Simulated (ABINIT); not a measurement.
AlNi:

```
CELL_PARAMETERS angstrom
2.88100 0.00000 0.00000
0.00000 2.88100 0.00000
0.00000 0.00000 2.88100
ATOMIC_POSITIONS crystal
Ni 0.50000 0.50000 0.50000
Al 0.00000 0.00000 0.00000
```

Base run:

- Program: ABINIT 10.8.3 (patched build)
- Functional: r2SCAN
- Potentials or basis: SG15 NC PBE v1.2
- Cutoff: 1143 eV
- k mesh: 7 × 7 × 7
- Occupations: fermi-dirac, width 0.05 eV
- Spin: collinear spin, ferromagnetic start
- Starting moments: [1.0, 0.0] μB

Its results: band gap on the k mesh none (metal or under the smearing width); pressure -2.1 GPa; net moment 0.00 μB per cell.

Task: The run is repeated on the same cell with these changes: potentials or basis from SG15 NC PBE v1.2 to Ansatz NC r2SCAN; cutoff from 1143 eV to 1660 eV; valence electrons from 29 to 21. What comes out?

Result: Band gap on the k mesh none (metal or under the smearing width); pressure -3.3 GPa; net moment 0.00 μB per cell.

Caveats: small starting moments can end in a higher magnetic state in this program; the potentials were made for another functional, which shifts forces and pressure (some runs).
